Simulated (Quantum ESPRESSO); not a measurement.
# TiTe2 under changes of volume

One of the cells (26.760 Å³/atom); the others are scaled copies at fixed shape and fractional positions:

```xyz
3
Lattice="3.7770 0.0000 0.0000 -1.8885 3.2710 0.0000 0.0000 0.0000 6.4980" Properties=species:S:1:pos:R:3 pbc="T T T"
Te    0.0000    2.1807    4.7903
Te    1.8885    1.0903    1.7077
Ti    0.0000    0.0000    0.0000
```

* Program: Quantum ESPRESSO 7.5
* Functional: r2SCAN
* Potentials or basis: SG15 PBE 1.2
* Cutoff: 952 eV
* Density cutoff: 3810 eV
* k mesh: 4 × 4 × 2
* Occupations: fermi-dirac, width 0.05 eV
* Spin: no spin polarisation

```csv
volume (Å³/atom),energy over the lowest point (meV/atom),pressure (GPa)
25.154,25.48,5.1
25.689,?,?
26.225,3.16,1.7
26.760,0.00,0.2
27.295,1.48,-1.1
27.830,7.16,-2.3
28.365,16.63,-3.3
```

Question: What does the run at 25.689 Å³/atom give?

Answer: Energy over the lowest point 11.47 meV/atom; pressure 3.3 GPa.

Worked out: A Birch-Murnaghan fit of order 3 (a polynomial in V^(-2/3)) to the other rows has its minimum at 26.85 Å³/atom with B0 = V·E''(V) = 69 GPa and B' = 4.1 at fixed shape and positions, which overstates the stiffness. It gives 11.48 meV/atom at 25.689 Å³/atom, against the run's 11.47, and -dE/dV = 3.3 GPa, against 3.3.

Energies are extrapolated to zero smearing.

Caveats: all runs use coarse meshes; the potentials were made for another functional, which shifts forces and pressure.
